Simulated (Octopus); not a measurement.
# MgB2 (P6/mmm) in Octopus: equation of state

Aim: energy against volume of MgB2 in PBE, for its equilibrium volume and stiffness.

All numbers are computed with Octopus 16.4; they aren't measurements. Logs are shortened: lines on timing, memory, paths and dates and some standing lists are left out, and cuts for length are marked.

### 1 The structure

Symmetry: P6/mmm, No. 191, hexagonal system. The conventional cell has a = 3.085 Å, b = 3.085 Å, c = 3.523 Å, α = 90.00°, β = 90.00°, γ = 120.00°. Mg (site symmetry 6/mmm) is surrounded by 12 B at 2.51 Å. B (site symmetry -6m2) has 3 B at 1.78 Å as nearest neighbours.

### 2 Equation of state, PBE, 9.68 Å³/atom

File inp:

```
CalculationMode = gs
UnitsOutput = eV_Angstrom
PeriodicDimensions = 3
ExperimentalFeatures = yes
PseudopotentialSet = pseudodojo_pbe
%LatticeParameters
 1*angstrom | 1*angstrom | 1*angstrom
%
%LatticeVectors
 3.085 | 0 | 0
 -1.5425 | 2.6716883707 | 0
 0 | 0 | 3.523
%
%ReducedCoordinates
 "Mg" | 0 | 0 | 0
 "B" | 0.6666666667 | 0.3333333333 | 0.5
 "B" | 0.3333333333 | 0.6666666667 | 0.5
%
%Spacing
 0.12340000*angstrom | 0.12340000*angstrom | 0.12148276*angstrom
%
DerivativesOrder = 8
%KPointsGrid
 10 | 10 | 8
%
KPointsUseSymmetries = yes
XCFunctional = gga_x_pbe + gga_c_pbe
SmearingFunction = fermi_dirac
Smearing = 0.05*eV
ExtraStates = 7
Eigensolver = chebyshev_filter
ConvRelDens = 3e-7
MaximumIter = 120
%Output
 density | cube
 elf | cube
 potential | cube
%
```

Potentials or basis: pseudodojo_pbe (PseudoDojo 0.5, PBE).

Launch:

```sh
$ OMP_NUM_THREADS=1 octopus > out.log
```

out.log:

```text
Running octopus

[... 17 lines left out ...]

****************************** Species *******************************
  Species 'Mg'
    type             : pseudopotential
    file             : 'Mg.upf'
    file format      : UPF2
    valence charge   : 10.0
    atomic number    :  12
    form on file     : kleinman-bylander
    lmax             : 1
    llocal           : -1
    projectors per l : 2
    total projectors : 4
    application form : kleinman-bylander
    orbitals         :  5
    bound orbitals   :  5

  Species 'B'
    type             : pseudopotential
    file             : 'B.upf'
    file format      : UPF2
    valence charge   : 3.0
    atomic number    :   5
    form on file     : kleinman-bylander
    lmax             : 1
    llocal           : -1
    projectors per l : 2
    total projectors : 4
    application form : kleinman-bylander
    orbitals         :  4
    bound orbitals   :  4

**********************************************************************

***************************** Symmetries *****************************
Space group No.  191
International: P6/mmm
Schoenflies: D6h^1
Info: The system has    24 symmorphic symmetries that can be used.
  Index                Rotation matrix                      Fractional translations
    1 :     1   0   0     0   1   0     0   0   1      0.000000    0.000000    0.000000
    2 :    -1   0   0     0  -1   0     0   0  -1      0.000000    0.000000    0.000000
    3 :     1   1   0    -1   0   0     0   0   1      0.000000    0.000000    0.000000
    4 :    -1  -1   0     1   0   0     0   0  -1      0.000000    0.000000    0.000000
    5 :     0   1   0    -1  -1   0     0   0   1      0.000000    0.000000    0.000000
    6 :     0  -1   0     1   1   0     0   0  -1      0.000000    0.000000    0.000000
[... 16 lines left out ...]
   23 :     1   0   0    -1  -1   0     0   0  -1      0.000000    0.000000    0.000000
   24 :    -1   0   0     1   1   0     0   0   1      0.000000    0.000000    0.000000
Info: The system also has     0 nonsymmorphic symmetries (not used for electrons).
**********************************************************************

Input: [CurvMethod = curv_affine]
Input: [DerivativesStencil = stencil_stargeneral]

****************************** Lattice *******************************
  Lattice Vectors [A]
    3.085000    0.000000    0.000000
   -1.542500    2.671688    0.000000
    0.000000    0.000000    3.523000
  Cell volume =            29.0371 [A^3]
  Reciprocal-Lattice Vectors [A^-1]
    2.036689    1.175883   -0.000000
    0.000000    2.351766    0.000000
    0.000000   -0.000000    1.783476
  Cell angles [degree]
    alpha =   90.000
    beta  =   90.000
    gamma =  120.000
**********************************************************************

Checking if the generated full k-point grid is symmetric

    70 k-points generated from parameters :
 ---------------------------------------------------
    n =   10   10    8

    s1  =  0.00  0.00  0.00

   index |      weight  |             coordinates              |
       1 |     0.001250 |    0.000000    0.000000    0.000000  |
       2 |     0.007500 |    0.100000    0.000000    0.000000  |
       3 |     0.002500 |    0.000000    0.000000    0.125000  |
       4 |     0.007500 |    0.100000    0.100000    0.000000  |
       5 |     0.015000 |    0.100000    0.000000    0.125000  |
       6 |     0.015000 |    0.100000    0.100000    0.125000  |
[... 62 lines left out ...]
      69 |     0.007500 |    0.400000    0.200000    0.500000  |
      70 |     0.003750 |    0.500000    0.000000    0.500000  |

Input: [SmearingFunction = fermi_dirac]
Input: [SymmetrizeDensity = yes]

******************************* States *******************************
Total electronic charge  =       16.000
Number of states         =       15
States block-size        =        4
**********************************************************************
[... 5 lines left out ...]
Simulation Box:
  Type = parallelepiped
  Lengths [A] = (   3.085,   3.085,   3.523)
Main mesh:
  Spacing [A] = ( 0.123, 0.123, 0.121)    volume/point [A^3] =      0.00160
  # inner mesh =      18125
  # total mesh =      56133
  Grid Cutoff [eV] =  2469.404989    Grid Cutoff [Ry] =   181.497935
**********************************************************************

Checking if the real-space grid is symmetric
Input: [StatesPack = yes]
Input: [StatesOrthogonalization = cholesky_serial]
[... 20 lines left out ...]
**********************************************************************

Info: FFT grid dimensions       = 25 x 25 x 29
      Total grid size           = 18125 (      0.1 MiB )
      Inefficient FFT grid. A better grid would be: 28 28 30
Input: [FilterPotentials = filter_TS]
Info: Pseudopotential for Mg
  Radii for localized parts:
    local part     =  1.2 A
    non-local part =  1.1 A
    orbitals       =  5.9 A

Info: Pseudopotential for B
  Radii for localized parts:
    local part     =  1.1 A
    non-local part =  0.9 A
    orbitals       =  5.7 A

Input: [RelativisticCorrection = non_relativistic]
[... 11 lines left out ...]
      Block       2 contains       4 states:       5 -       8
      Block       3 contains       4 states:       9 -      12
      Block       4 contains       3 states:      13 -      15
Info: Ground-state allocation done.
Info: Could not find 'restart/gs' directory for restart.
[... 18 lines left out ...]
** Warning:
**   Cannot do LCAO for all states because there are not enough atomic orbitals.
**   Required: 15. Available: 13. 2 orbitals will be randomized.

Info: Unnormalized total charge =     15.999392
Info: Renormalized total charge =     16.000000

** Warning:
**   Symmetrization discrepancy ratio (scalar) =  1.74960E-05

Info: Setting up Hamiltonian.
Info: Performing initial LCAO calculation with     13 orbitals.
Info: Getting Hamiltonian matrix elements.

Eigenvalues [eV]
 #st  Spin   Eigenvalue      Occupation
#k =       1, k = (  0.000000,  0.000000,  0.000000)
   1   --   -68.794100       2.000000
   2   --   -35.656750       2.000000
   3   --   -35.593707       2.000000
   4   --   -35.592796       2.000000
   5   --    -9.660599       2.000000
   6   --     0.094688       2.000000
   7   --     2.235744       2.000000
   8   --     2.236574       2.000000
   9   --     7.776945       0.000010
  10   --    10.574903       0.000000
  11   --    10.577416       0.000000
  12   --    12.255641       0.000000
  13   --    12.588109       0.000000
#k =       2, k = (  0.100000,  0.000000,  0.000000)
   1   --   -68.760339       2.000000
   2   --   -35.377947       2.000000
   3   --   -35.315277       2.000000
   4   --   -35.131578       2.000000
   5   --    -9.465937       2.000000
   6   --     0.308466       2.000000
   7   --     1.875596       2.000000
   8   --     2.153722       2.000000
   9   --     7.977828       0.000000
  10   --    11.089525       0.000000
  11   --    11.099056       0.000000
  12   --    12.471407       0.000000
  13   --    13.135559       0.000000
[... 68 further k-points ...]
Fermi energy =     7.167825 eV
Generating random wavefunctions for states       14 and above
Orthogonalizing wavefunctions.
Info: Ground-state restart information will be written to 'restart/gs'.
Info: SCF using complex wavefunctions.
Info: Starting SCF iteration.

** Warning:
**   Symmetrization discrepancy ratio (scalar) =  5.59216E-03

*********************** SCF CYCLE ITER #    1 ************************
 etot  = -1.75636280E+03 abs_ev   =  6.00E+01 rel_ev   =  1.62E-01
 ediff =        6.45E+01 abs_dens =  1.96E+00 rel_dens =  1.23E-01
Matrix vector products: 1750
Converged eigenvectors: 0

#  State  KPoint  Eigenvalue [eV]  Occupation    Error
      1       1      -68.795652    2.000000   ( 6.9E-07)
      1       3      -68.795607    2.000000   ( 2.3E-05)
      1       8      -68.795498    2.000000   ( 4.7E-05)
      1      19      -68.795389    2.000000   ( 7.5E-05)
      1      33      -68.795343    2.000000   ( 8.8E-05)
      1       2      -68.795303    2.000000   ( 2.1E-05)
      1       5      -68.795258    2.000000   ( 3.9E-05)
      1      11      -68.795149    2.000000   ( 6.2E-05)

  [output of 546 eigenvalues skipped: maximum error = 6.0E-02]

      9      70        2.551510    1.999338   ( 4.8E-02)
      8      58        2.569684    1.999048   ( 5.4E-02)
      9      61        2.696231    1.988105   ( 5.3E-02)
      9      63        2.834800    1.825460   ( 5.6E-02)
      9      66        2.846454    1.784582   ( 4.0E-02)
      8      26        2.882169    1.604388   ( 1.8E-02)
[... 9 lines left out ...]
      9      53        3.717442    0.000000   ( 4.9E-02)
      9      65        3.751974    0.000000   ( 6.4E-02)

  [output of 471 eigenvalues skipped: maximum error = 2.3E-01]

     15      12       20.766960    0.000000   ( 2.4E-01)
     15      13       20.867166    0.000000   ( 2.4E-01)
     15      28       21.163639    0.000000   ( 2.4E-01)
     15       3       21.194233    0.000000   ( 2.2E-01)
     15       5       21.212802    0.000000   ( 2.4E-01)
     15      15       21.510213    0.000000   ( 2.6E-01)
     15       2       21.680220    0.000000   ( 2.4E-01)
     15       1       23.239105    0.000000   ( 2.3E-01)

Density of states:

-------------------------%--------------------------------------------
-------------------------%--------------------------------------------
-------------------------%--------------------------------------------
-------------------------%--------------------------------------------
-------------------------%--------------------------------------------
-------------------------%--------------------------------------------
-------------------------%--------------------------------------------
%------------------------%--------------------------%------%----------
%------------------------%------------------------%%%-----%%%%%-%%%---
%------------------------%-------------------%%%%%%%%%%%%%%%%%%%%%%%--
                                                      ^

Fermi energy =     2.952172 eV

**********************************************************************

*********************** SCF CYCLE ITER #    2 ************************
 etot  = -1.76677057E+03 abs_ev   =  5.92E+00 rel_ev   =  1.57E-02
 ediff =        3.82E-01 abs_dens =  4.95E-01 rel_dens =  3.10E-02
Matrix vector products: 1750
Converged eigenvectors: 0
[... 139 lines left out ...]
*********************** SCF CYCLE ITER #   14 ************************
 etot  = -1.77665992E+03 abs_ev   =  1.29E-05 rel_ev   =  3.39E-08
 ediff =        2.61E-07 abs_dens =  8.88E-07 rel_dens =  5.55E-08
Matrix vector products: 1750
Converged eigenvectors: 214

#  State  KPoint  Eigenvalue [eV]  Occupation    Error
      1       1      -71.527317    2.000000   ( 2.4E-08)
      1       3      -71.527281    2.000000   ( 2.6E-08)
      1       8      -71.527194    2.000000   ( 2.8E-08)
      1      19      -71.527107    2.000000   ( 2.9E-08)
      1      33      -71.527071    2.000000   ( 2.9E-08)
      1       2      -71.527000    2.000000   ( 2.4E-08)
      1       5      -71.526964    2.000000   ( 3.5E-08)
      1      11      -71.526877    2.000000   ( 2.8E-08)

  [output of 537 eigenvalues skipped: maximum error = 1.0E-05]

      7      22        3.615516    1.915874   ( 5.1E-07)
      9      65        3.643050    1.858461   ( 1.0E-06)
      7      38        3.688259    1.683352   ( 8.6E-07)
      8       2        3.697781    1.629237   ( 3.2E-07)
      8      48        3.722095    1.459770   ( 6.1E-07)
      8       5        3.746474    1.247952   ( 5.5E-07)
[... 9 lines left out ...]
      8      38        4.053944    0.007060   ( 7.2E-07)
      9      56        4.066509    0.005495   ( 9.2E-07)

  [output of 480 eigenvalues skipped: maximum error = 4.2E-02]

     14      70       19.340383    0.000000   ( 9.9E-04)
     15      70       19.368645    0.000000   ( 1.7E-03)
     15      17       19.423367    0.000000   ( 2.6E-02)
     15      36       19.666408    0.000000   ( 3.7E-02)
     15      66       19.898669    0.000000   ( 2.1E-02)
     15      64       19.900123    0.000000   ( 4.6E-02)
     15      25       19.987246    0.000000   ( 2.9E-02)
     15       1       20.005488    0.000000   ( 2.1E-02)

Density of states:

-------------------------%--------------------------------------------
-------------------------%--------------------------------------------
-------------------------%--------------------------------------------
-------------------------%--------------------------------------------
-------------------------%--------------------------------------------
-------------------------%--------------------------------------------
-------------------------%--------------------------------------------
%------------------------%-----------------------------%------%--%%---
%------------------------%---------------------------%%%%----%%%%%%%--
%------------------------%----------------------%%%%%%%%%%%%%%%%%%%%%-
                                                         ^

Fermi energy =     3.771797 eV

**********************************************************************

Info: SCF converged in   14 iterations

** Warning:
**   Some of the states are not fully converged!

Info: Number of matrix-vector products:      24500
Info: Writing output to static/

Info: Finished writing information to 'restart/gs'.

Octopus emitted 19 warnings.
```

It took 4.4 min on 1 thread of Arm Neoverse V2, shared host; peak memory 1.1 GiB.

What came out:

```
Free energy            : -1776.6659 eV
Band gap on the k mesh : none (metal or under the smearing width)
```

### 3 Equation of state, PBE, 9.49 Å³/atom (volume scaled by 0.98)

inp: that of step 2 with these lines changed.

```diff
@@ -9,5 +9,5 @@
 %LatticeVectors
- 3.085 | 0 | 0
- -1.5425 | 2.6716883707 | 0
- 0 | 0 | 3.523
+ 3.0642946782 | 0 | 0
+ -1.5321473391 | 2.653757036 | 0
+ 0 | 0 | 3.4993549923
 %
@@ -19,3 +19,3 @@
 %Spacing
- 0.12340000*angstrom | 0.12340000*angstrom | 0.12148276*angstrom
+ 0.12257179*angstrom | 0.12257179*angstrom | 0.12066741*angstrom
 %
@@ -33,6 +33 @@
 MaximumIter = 120
-%Output
- density | cube
- elf | cube
- potential | cube
-%
```

Potentials or basis: pseudodojo_pbe (PseudoDojo 0.5, PBE).

Launch:

```sh
$ OMP_NUM_THREADS=1 octopus > out.log
```

It took 5 min on 1 thread of Arm Neoverse V2, shared host; peak memory 1.1 GiB.

The run converged. Its results:

- Free energy: -1776.6635 eV
- Band gap on the k mesh: none (metal or under the smearing width)

### 4 Equation of state, PBE, 9.87 Å³/atom (volume scaled by 1.02)

inp: that of step 3 with these lines changed.

```diff
@@ -9,5 +9,5 @@
 %LatticeVectors
- 3.0642946782 | 0 | 0
- -1.5321473391 | 2.653757036 | 0
- 0 | 0 | 3.4993549923
+ 3.105431059 | 0 | 0
+ -1.5527155295 | 2.6893821868 | 0
+ 0 | 0 | 3.5463318058
 %
@@ -19,3 +19,3 @@
 %Spacing
- 0.12257179*angstrom | 0.12257179*angstrom | 0.12066741*angstrom
+ 0.12421724*angstrom | 0.12421724*angstrom | 0.12228730*angstrom
 %
```

Launch:

```sh
$ OMP_NUM_THREADS=1 octopus > out.log
```

It took 5.1 min on 1 thread of Arm Neoverse V2, shared host; peak memory 1.1 GiB.

It converged, with:

```
Free energy            : -1776.6599 eV
Band gap on the k mesh : none (metal or under the smearing width)
```

### 5 Equation of state, PBE, 9.29 Å³/atom (volume scaled by 0.96)

inp: that of step 4 with these lines changed.

```diff
@@ -9,5 +9,5 @@
 %LatticeVectors
- 3.105431059 | 0 | 0
- -1.5527155295 | 2.6893821868 | 0
- 0 | 0 | 3.5463318058
+ 3.0433056997 | 0 | 0
+ -1.5216528499 | 2.6355800475 | 0
+ 0 | 0 | 3.4753860551
 %
@@ -19,3 +19,3 @@
 %Spacing
- 0.12421724*angstrom | 0.12421724*angstrom | 0.12228730*angstrom
+ 0.12173223*angstrom | 0.12173223*angstrom | 0.11984090*angstrom
 %
```

Launch:

```sh
$ OMP_NUM_THREADS=1 octopus > out.log
```

It took 4.4 min on 1 thread of Arm Neoverse V2, shared host; peak memory 1.1 GiB.

Results (log left out):

```yaml
Free_energy: -1776.6496 eV
Band_gap_on_the_k_mesh: none (metal or under the smearing width)
```

### 6 Equation of state, PBE, 10.07 Å³/atom (volume scaled by 1.04)

inp: that of step 5 with these lines changed.

```diff
@@ -9,5 +9,5 @@
 %LatticeVectors
- 3.0433056997 | 0 | 0
- -1.5216528499 | 2.6355800475 | 0
- 0 | 0 | 3.4753860551
+ 3.1255967608 | 0 | 0
+ -1.5627983804 | 2.7068461969 | 0
+ 0 | 0 | 3.5693605797
 %
@@ -19,3 +19,3 @@
 %Spacing
- 0.12173223*angstrom | 0.12173223*angstrom | 0.11984090*angstrom
+ 0.12502387*angstrom | 0.12502387*angstrom | 0.12308140*angstrom
 %
```

Potentials or basis: pseudodojo_pbe (PseudoDojo 0.5, PBE).

Launch:

```sh
$ OMP_NUM_THREADS=1 octopus > out.log
```

Wall time 5.3 min (1 thread of Arm Neoverse V2, shared host); peak memory 1.1 GiB.

Results (log left out):

```yaml
Free_energy: -1776.6442 eV
Band_gap_on_the_k_mesh: none (metal or under the smearing width)
```

### 7 Equation of state, PBE, 9.10 Å³/atom (volume scaled by 0.94)

inp: that of step 6 with these lines changed.

```diff
@@ -9,5 +9,5 @@
 %LatticeVectors
- 3.1255967608 | 0 | 0
- -1.5627983804 | 2.7068461969 | 0
- 0 | 0 | 3.5693605797
+ 3.0220231454 | 0 | 0
+ -1.5110115727 | 2.6171488148 | 0
+ 0 | 0 | 3.451081861
 %
@@ -19,3 +19,3 @@
 %Spacing
- 0.12502387*angstrom | 0.12502387*angstrom | 0.12308140*angstrom
+ 0.12088093*angstrom | 0.12088093*angstrom | 0.11900282*angstrom
 %
```

Launch:

```sh
$ OMP_NUM_THREADS=1 octopus > out.log
```

It took 4.3 min on 1 thread of Arm Neoverse V2, shared host; peak memory 1.1 GiB.

It converged, with:

* Free energy: -1776.6237 eV
* Band gap on the k mesh: none (metal or under the smearing width)

### 8 Equation of state, PBE, 10.26 Å³/atom (volume scaled by 1.06)

inp: that of step 7 with these lines changed.

```diff
@@ -9,5 +9,5 @@
 %LatticeVectors
- 3.0220231454 | 0 | 0
- -1.5110115727 | 2.6171488148 | 0
- 0 | 0 | 3.451081861
+ 3.1455055572 | 0 | 0
+ -1.5727527786 | 2.7240877203 | 0
+ 0 | 0 | 3.5920959734
 %
@@ -19,3 +19,3 @@
 %Spacing
- 0.12088093*angstrom | 0.12088093*angstrom | 0.11900282*angstrom
+ 0.12582022*angstrom | 0.12582022*angstrom | 0.12386538*angstrom
 %
```

Launch:

```sh
$ OMP_NUM_THREADS=1 octopus > out.log
```

Run time: 5.6 min. Hardware: 1 thread of Arm Neoverse V2, shared host; peak memory 1.1 GiB.

It converged, with:

| Property | Result |
| --- | --- |
| Free energy | -1776.6202 eV |
| Band gap on the k mesh | none (metal or under the smearing width) |

### 9 Equation of state, PBE

Potentials or basis: pseudodojo_pbe (PseudoDojo 0.5, PBE).

This step only gathers the single runs of the series.

What came out:

```yaml
Equilibrium_volume: 9.64 Å³/atom
Bulk_modulus_at_fixed_shape_and_positions: 137 GPa
Pressure_derivative_of_the_bulk_modulus: "3.8 (rough: it moves with the points fitted)"
```

Energy against volume, from the lowest point:
```tsv
volume (Å³/atom)	energy (meV/atom)
9.098	14.07
9.292	5.41
9.485	0.80
9.679	0.00
9.873	2.00
10.066	7.23
10.260	15.23
```

Caveat: the number of grid points is fixed, so the spacing changes with the cell, which shifts volumes and moduli; the cell was scaled at fixed shape and fractional positions, which overstates the stiffness of a crystal with free parameters, most of all of layers and chains.
